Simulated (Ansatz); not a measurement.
# ZrC (Fm-3m) in Ansatz: relaxation of cell and atoms with B3LYP

Aim: the relaxation of cell and atoms of ZrC with B3LYP.

Everything below comes from runs of Ansatz 0.2.0. Logs are shortened: lines on timing, memory, paths and dates and some standing lists are left out, and cuts for length are marked.

**1. Starting point**

Symmetry: Fm-3m, No. 225, cubic system. The conventional cell has a = 4.730 Å, b = 4.730 Å, c = 4.730 Å, α = 90.00°, β = 90.00°, γ = 90.00°. Around Zr (site symmetry m-3m) lie 6 C at 2.37 Å. C (site symmetry m-3m) has 6 Zr at 2.37 Å as nearest neighbours.

**2. Relaxation of cell and atoms, B3LYP**

input.yaml reads:

```yaml
crystal:
  lattice:
    - [0.0, 2.365, 2.365]
    - [2.365, 0.0, 2.365]
    - [2.365, 2.365, 0.0]
  atoms:
    - { symbol: Zr, position: [0.5, 0.5, 0.5] }
    - { symbol: C, position: [0.0, 0.0, 0.0] }
hamiltonian:
  xc: b3lyp
  pseudopotentials: { kind: paw }
kpoints:
  mp_grid: { grid: [5, 5, 5] }
scf:
  occupations: { method: fermi_dirac, width: 0.05 }
output:
  forces: true
  stress: true
relax:
  f_tol: 0.01
  max_steps: 40
  cell: { stress_tol: 0.05 }
```

Potentials or basis: Ansatz PAW.

On the command line:

```
> ansatz run input.yaml --threads 2 --pin off --max-ram 5632MiB --backend cpu --events-out ev --progress --plain --runs-dir out
```

Output:

```text
Warning: RAYON_NUM_THREADS=2 ignored (pool sized by the plan → 2); use --threads N
Engine: ansatz 0.2.0, aarch64-unknown-linux-gnu
Pseudopotentials: kind: paw
Pseudopotential: Zr, paw, valence charge 12, recommended cutoff 420 eV (normal), Zr.paw.azcp
Pseudopotential: C, paw, valence charge 4, recommended cutoff 420 eV (normal), C.paw.azcp
Functional definition: B3LYP
  parameter a0 = 0.2
  parameter ax = 0.72
  parameter ac = 0.81
  exchange = (1 - a0 - ax)*slater_x + ax*b88_x + a0*exact_x
  correlation = (1 - ac)*vwn_rpa_c + ac*lyp_c
Crystal: 2 atoms, lattice volume = 26.456 Å³
Basis set: ecut = 420 eV, 531 PW (Γ), exchange–correlation on 48×48×48 points (8 copies of the dense FFT grid, shifted against one another)
Bands: 12, of which v1, the nominal top of the filled ones, is band 8 counted from 1 (7 counted from 0)
Symmetry: 48 space group operations
Space group: Fm-3m (ITA 225), of the structure as read, at distance tolerance 3.0e-5 Å
k-points: 10 of 125
Non-local potential: Zr, projectors of the file, l = 0: 3, l = 1: 2, l = 2: 2, l = 3: 2
Non-local potential: C, projectors of the file, l = 0: 2, l = 1: 2, l = 2: 1
PAW form: soft (Blöchl's): semilocal exchange-correlation on the pseudo side does not see the compensation charge
PAW frozen core: Zr, regenerated for the run's functional, and the local potential with it (the file was generated under x = pbe(κ = 0.804, μ = 0.2195149727645171), c = pbe(β = 0.06672455060314922))
PAW frozen core: C, regenerated for the run's functional, and the local potential with it (the file was generated under x = pbe(κ = 0.804, μ = 0.2195149727645171), c = pbe(β = 0.06672455060314922))
PAW one-centre angular grid: Zr, 590 points (default); XC on 64 Gauss nodes
PAW one-centre angular grid: C, 110 points (default); XC on 64 Gauss nodes
Initial density: superposition of atomic densities (neutral atoms: chi_scale 0, normalization atom), corrected by the library's trained network
Initial wavefunctions: pseudopotential atomic-orbital guess
Functional: x = 0.1 slater + 0.9 b88, c = 0.19 vwn_rpa + 0.81 lyp, warm-up for x = 0.08 slater + 0.72 b88 + 0.2 exact, c = 0.19 vwn_rpa + 0.81 lyp
SCF iter   1: F=—  HF=-4446.891228 eV  |F-HF|=—  |Δ(HF+E_count)|=         —  Δρ=2.45e-2  dr2=2.02e-1  ethr=1.77e-3  ⟨swp⟩=5.0  Hψ=478  notcnv=0
preconditioner: auto → none  [insulator: Δε(μ)=0.268 eV  Ē_g=17.919 eV  σ=0.050 eV  W_gap=0.74  n_scr=8 (ndim 8)  ℏωp=27.0 eV  f_vac=0.000  D(μ)=0.78/eV (n_scr^D=8)]
iter 2 solved again at ethr=5.96e-5 eV; its pass at ethr=1.26e-3 eV (dr2=9.53e-3 eV) is discarded
SCF iter   2: F=—  HF=-4446.849251 eV  |F-HF|=—  |Δ(HF+E_count)|=   4.20e-2  Δρ=4.90e-3  dr2=8.60e-3  ethr=5.96e-5  ⟨swp⟩=2.7  Hψ=490  notcnv=0
eigensolver tolerance schedule: the retry pair's looser diagonalisation over-reported the residual by 0.11 of it (diagonalisation noise at 0.12 of the residual, at the tolerance the schedule requests for it); recorded, not acted on — ethr = c·dr2/N_el stays at c = 1.0e-1
SCF iter   3: F=—  HF=-4446.848024 eV  |F-HF|=—  |Δ(HF+E_count)|=   1.23e-3  Δρ=7.62e-4  dr2=1.28e-4  ethr=5.37e-5  ⟨swp⟩=3.1  Hψ=250  notcnv=0
SCF iter   4: F=—  HF=-4446.848053 eV  |F-HF|=—  |Δ(HF+E_count)|=   2.88e-5  Δρ=1.70e-4  dr2=3.30e-6  ethr=8.00e-7  ⟨swp⟩=3.0  Hψ=238  notcnv=0
SCF iter   5: F=—  HF=-4446.848058 eV  |F-HF|=—  |Δ(HF+E_count)|=   5.78e-6  Δρ=3.38e-5  dr2=1.75e-7  ethr=2.06e-8  ⟨swp⟩=3.0  Hψ=240  notcnv=0
SCF iter   6: F=—  HF=-4446.848058 eV  |F-HF|=—  |Δ(HF+E_count)|=   1.54e-7  Δρ=1.27e-5  dr2=3.64e-8  ethr=1.10e-9  ⟨swp⟩=3.2  Hψ=239  notcnv=0
SCF iter   7: F=—  HF=-4446.848058 eV  |F-HF|=—  |Δ(HF+E_count)|=   2.64e-9  Δρ=7.74e-7  dr2=9.02e-11  ethr=2.28e-10  ⟨swp⟩=3.0  Hψ=235  notcnv=0
SCF iter   8: F=-4446.848058 eV  HF=-4446.848058 eV  |F-HF|=9.09e-12  |Δ(HF+E_count)|=  1.61e-10  Δρ=2.66e-7  dr2=1.58e-11  ethr=1.00e-12  ⟨swp⟩=4.1  Hψ=296  notcnv=0
SCF 1 converged in 8 iterations: F = -4446.848058 eV  dr2 = 1.58e-11
Initial density: handed on by an earlier stage of this run
Initial wavefunctions: those handed on with the density
Functional: x = 0.08 slater + 0.72 b88 + 0.2 exact, c = 0.19 vwn_rpa + 0.81 lyp
Frozen-core exchange: fock
iter 1 solved again at ethr=2.55e-4 eV; its pass at ethr=1.00e-1 eV (dr2=4.08e-2 eV) is discarded
SCF iter   1: F=—  HF=-4449.122939 eV  |F-HF|=—  |Δ(HF+E_count)|=         —  Δρ=1.01e-2  dr2=4.72e-2  ethr=2.55e-4  ⟨swp⟩=3.5  Hψ=507  notcnv=0
preconditioner: auto → none  [insulator: Δε(μ)=0.628 eV  Ē_g=10.276 eV  σ=0.050 eV  W_gap=0.75  n_scr=8 (ndim 8)  ℏωp=20.4 eV  f_vac=0.000  D(μ)=0.72/eV (n_scr^D=0)]
SCF iter   2: F=—  HF=-4449.112158 eV  |F-HF|=—  |Δ(HF+E_count)|=   1.08e-2  Δρ=7.15e-3  dr2=1.41e-2  ethr=2.55e-4  ⟨swp⟩=3.1  Hψ=321  notcnv=0
SCF iter   3: F=—  HF=-4449.108682 eV  |F-HF|=—  |Δ(HF+E_count)|=   3.48e-3  Δρ=2.10e-3  dr2=2.06e-3  ethr=8.36e-5  ⟨swp⟩=3.0  Hψ=262  notcnv=0
[... 105 lines left out ...]
SCF 10 converged in 2 iterations: F = -4449.122046 eV  dr2 = 9.59e-13
  Residual-converged pass: ⟨swp⟩=4.0  Hψ=343  notcnv=0  max |occ|·‖R‖ = 9.2e-9 eV (tolerance 1.0e-8 eV)  dr2=1.54e-12  dr2_onsite=3.06e-14  max |Δocc| = 6.6e-14
hybrid outer 3: dexx = +5.309e-12 eV, tail = 2.05e-12 eV, Δε = 3.43e-6 eV (about 3.26e-7 eV left of the loop's levels), ΔF = 7.36e-30 eV/Å (tail 2.05e-30)
relax step   3: F+E_penalty+E_count = -4449.12204575 eV  Δ(F+E_penalty+E_count) = -1.871e-4 eV  max|allowed force component| = 4.388e-30 eV/Å  Δτ_max = 0.0000 Å  P = -0.007 GPa  Ω = 26.571 Å³  energy of the carried Pulay correction = -1.620e-4 eV  (19 SCF iters, accepted)
Frozen-core exchange: fock
iter 1 solved again at ethr=1.60e-11 eV; its pass at ethr=1.00e-1 eV (dr2=2.56e-9 eV) is discarded
SCF iter   1: F=—  HF=-4449.122115 eV  |F-HF|=—  |Δ(HF+E_count)|=         —  Δρ=8.02e-6  dr2=2.42e-9  ethr=1.60e-11  ⟨swp⟩=14.8  Hψ=1004  notcnv=0  reapply=1
preconditioner: auto → none  [insulator: Δε(μ)=0.837 eV  Ē_g=11.086 eV  σ=0.050 eV  W_gap=0.75  n_scr=8 (ndim 8)  ℏωp=20.4 eV  f_vac=0.000  D(μ)=0.72/eV (n_scr^D=0)]
SCF iter   2: F=—  HF=-4449.122115 eV  |F-HF|=—  |Δ(HF+E_count)|=   7.51e-9  Δρ=4.02e-6  dr2=6.63e-10  ethr=1.49e-11  ⟨swp⟩=3.0  Hψ=235  notcnv=0
SCF iter   3: F=—  HF=-4449.122115 eV  |F-HF|=—  |Δ(HF+E_count)|=   2.38e-9  Δρ=1.59e-6  dr2=2.44e-10  ethr=3.98e-12  ⟨swp⟩=3.1  Hψ=237  notcnv=0
iter 4 solved again at ethr=1.00e-12 eV; its pass at ethr=1.32e-12 eV (dr2=5.54e-13 eV) is discarded
SCF iter   4: F=—  HF=-4449.122115 eV  |F-HF|=—  |Δ(HF+E_count)|=  3.51e-10  Δρ=9.49e-8  dr2=2.94e-11  ethr=1.00e-12  ⟨swp⟩=2.0  Hψ=434  notcnv=0
SCF iter   5: F=-4449.122115 eV  HF=-4449.122115 eV  |F-HF|=1.09e-11  |Δ(HF+E_count)|=   3.07e-9  Δρ=1.85e-7  dr2=8.28e-12  ethr=1.00e-12  ⟨swp⟩=5.3  Hψ=352  notcnv=0
SCF 11 converged in 5 iterations: F = -4449.122115 eV  dr2 = 8.28e-12
hybrid outer 1: dexx = +1.036e-7 eV, tail = 3.51e-10 eV
Frozen-core exchange: fock
SCF iter   1: F=—  HF=-4449.122115 eV  |F-HF|=—  |Δ(HF+E_count)|=         —  Δρ=1.27e-7  dr2=1.81e-12  ethr=1.10e-11  ⟨swp⟩=11.5  Hψ=541  notcnv=0
preconditioner: auto → none  [insulator: Δε(μ)=0.837 eV  Ē_g=10.144 eV  σ=0.050 eV  W_gap=0.75  n_scr=8 (ndim 8)  ℏωp=20.4 eV  f_vac=0.000  D(μ)=0.72/eV (n_scr^D=0)]
SCF iter   2: F=-4449.122115 eV  HF=-4449.122115 eV  |F-HF|=9.09e-13  |Δ(HF+E_count)|=    0.00e0  Δρ=2.61e-8  dr2=1.80e-13  ethr=1.00e-12  ⟨swp⟩=2.0  Hψ=198  notcnv=0
SCF 12 converged in 2 iterations: F = -4449.122115 eV  dr2 = 1.80e-13
  Residual-converged pass: ⟨swp⟩=3.9  Hψ=292  notcnv=0  max |occ|·‖R‖ = 9.5e-9 eV (tolerance 1.0e-8 eV)  dr2=1.83e-13  dr2_onsite=6.37e-15  max |Δocc| = 4.0e-14
hybrid outer 2: dexx = +1.546e-12 eV, tail = 3.86e-13 eV, Δε = 2.14e-6 eV (about 6.81e-8 eV left of the loop's levels)
relax step   4: F+E_penalty+E_count = -4449.12211478 eV  Δ(F+E_penalty+E_count) = -6.904e-5 eV  max|allowed force component| = 4.322e-30 eV/Å  Δτ_max = 0.0000 Å  P = +0.001 GPa  Ω = 26.571 Å³  stress off target by 1.04e-3 GPa  SCF on the basis re-selected at this cell (its energy is not comparable with the rows above)  (7 SCF iters)
basis re-selected at this cell: Δ(F+E_penalty+E_count) = -6.904e-5 eV, ΔP = +0.008 GPa vs the last step (what re-selecting the basis moved, of the pressure what is left beyond the Pulay correction that the steps carried, after the strain that the cell walked since its last selection, with what the two solves' SCF thresholds leave and, on support functions, any second-order correction that the steps lacked; it is no measure of the basis error at this ecutwfc). This SCF's stress stands 1.04e-3 GPa from its target on what of the cell is left free (relax.cell.stress_tol is 5.00e-2 GPa) and its largest allowed force component is 4.32e-30 eV/Å (relax.f_tol is 1.00e-2 eV/Å): within both
hybrid SCF converged: 2 outer / 7 inner (+0 warm-up), last move |dexx| = 1.55e-12 eV, tail = 3.86e-13 eV
Stability not checked: this state was not tested for a lower state beside it, because the functional holds exact exchange (a hybrid, or Hartree-Fock), whose exchange loop this test does not read (fock_operator; see scf.lower_state_search)
Free energy (F): -4449.122115 eV
Frozen-core exchange: fock
Harris-Foulkes:  -4449.122115 eV  (|F-HF|=9.09e-13)
Internal energy: -4449.116631 eV  (E = F + TS)
E sigma→0 (E₀):  -4449.119373 eV
Entropy (-TS):   -0.005484 eV (-2.742 meV/atom)
Fermi energy:    14.330828 eV
--- Per-component energies (eV) ---
  E_band       = -79.361247
  E_kinetic    = 422.674085
  E_local      = -607.609255  (includes V_loc(G=0)·N_el)
  E_nonlocal   = 104.285046
  E_hartree    = 181.669617
  E_xc         = -172.057439
  E_vxc        = -204.495386  (∫ρ·V_xc dr)
  E_exx        = -37.425207  (= α·E_x^exact, valence–valence)
  E_paw        = -3066.409705  (= ΣΔE_a)
  E_vpaw       = -82.704598  (= ΣTr[D̂ρ^β])
  E_aug_tail   = 0.000042  (compensation charges beyond the density's cutoff)
  E_ewald      = -1274.024694
  E_core_change = -0.219121  (= ΣΔE_core)
  E_smearing   = -0.005484  (= −TS)
  E_closure    = -0.000000  (closes the sum)
  Σ components = -4449.122115   (vs F -4449.122115, Δ=9.09e-13)
--- Forces (eV/Å), atoms counted from 1 ---
  atom   1  Zr     0.00000000    -0.00000000     0.00000000
  atom   2  C     -0.00000000     0.00000000     0.00000000
  max |Σ_I F_I| component: 8.18e-30 eV/Å
--- Stress (GPa, compression-positive) ---
        0.001044      -0.000000      -0.000000
       -0.000000       0.001044      -0.000000
       -0.000000      -0.000000       0.001044
  P = ⅓ Tr σ = 0.0010 GPa (0.010 kbar)
--- Band table (eV; the first three rows and the last of 10) ---
  k-point 0: bands = ["-36.9384", "-13.5061", "-13.5061", "-13.5061", "1.8716", "15.7667", "15.7667", "15.7667", "16.4474", "16.4474"]
  k-point 1: bands = ["-36.9047", "-13.8097", "-13.5314", "-13.5314", "2.7499", "12.2497", "12.9746", "12.9746", "17.5157", "17.5157"]
  k-point 2: bands = ["-36.8503", "-14.2714", "-13.5721", "-13.5721", "4.5811", "9.1626", "11.2765", "11.2765", "19.5176", "19.5176"]
  k-point 9: bands = ["-36.8167", "-14.1068", "-13.9092", "-13.7307", "3.9084", "10.7064", "11.8182", "11.9354", "17.7632", "19.7209"]
  guard bands above this table: 2 of the run's 12 bands. The solve was not asked for them (output.publish_guard_bands: true or output.eigenvalues: true publishes all)
--- Relaxed structure (3 steps of the walk, 2 accepted, 1 SCFs on fresh bases) ---
  F+E_penalty+E_count = -4449.12211478 eV   max|allowed force component| = 4.322e-30 eV/Å   (the final SCF, on the basis selected at the relaxed cell)
  cell:  # Å, volume = 26.5707 Å³
    - [1.528611609868677e-33, 2.3684140233561632, 2.3684140233561632]
    - [2.3684140233561632, 1.0190744065791178e-33, 2.3684140233561632]
    - [2.3684140233561632, 2.3684140233561632, 1.3247967285528534e-33]
  atoms:
    - { symbol: Zr, position: [0.5, 0.5, 0.5] }
    - { symbol: C, position: [-5.786281317408893e-49, 4.0503969221862265e-48, 5.593405273495264e-48] }
```

It took 23 s on 2 threads of Arm Neoverse V2, shared host; peak memory 0.66 GiB.

What came out:

```
Free energy                            : -4449.1221 eV
Relaxed volume                         : 13.29 Å³/atom
Relaxed cell                           : a = 3.349 Å, b = 3.349 Å, c = 3.349 Å, α = 60.00°, β = 60.00°, γ = 60.00°
Space group after relaxing (to 0.05 Å) : Fm-3m (No. 225)
Energy gained by relaxing              : 0.1 meV/atom
Ionic steps                            : 3
Pressure after relaxing                : 0.0 GPa
Band gap on the k mesh                 : none (metal or under the smearing width)
```

The path:
| step | energy change (eV) | largest force (eV/Å) | volume (Å³) |
| --- | --- | --- | --- |
| 1 | 0.0000 | 0.0000 | 26.46 |
| 2 | -0.0002 | 0.0000 | 26.57 |
| 3 | -0.0003 | 0.0000 | 26.57 |

Final structure:
```cif
data_structure
_symmetry_space_group_name_H-M 'P 1'
_symmetry_Int_Tables_number 1
_cell_length_a 3.3494
_cell_length_b 3.3494
_cell_length_c 3.3494
_cell_angle_alpha 60.000
_cell_angle_beta 60.000
_cell_angle_gamma 60.000
_cell_volume 26.57
loop_
_atom_site_label
_atom_site_type_symbol
_atom_site_fract_x
_atom_site_fract_y
_atom_site_fract_z
_atom_site_occupancy
Zr1 Zr 0.50000 0.50000 0.50000 1
C1 C 0.00000 0.00000 0.00000 1
```

Levels at points of the mesh, in eV from the Fermi level:
```tsv
k point	band 5	band 6	band 7	band 8	band 9	band 10
(0.00, 0.00, 0.00)	-12.46	1.44	1.44	1.44	2.12	2.12
```

Caveat: the k mesh is coarse (spacing up to 0.46 Å⁻¹), so the values aren't converged, least of all with exact exchange; the plane-wave basis is chosen anew once the cell has moved, so the energies of steps on either side of that aren't comparable; the PAW data sets come from PBE, with cores solved anew for the run's functional, which leaves a small shift of forces and pressure. Zero-point motion and thermal expansion aren't in these numbers.
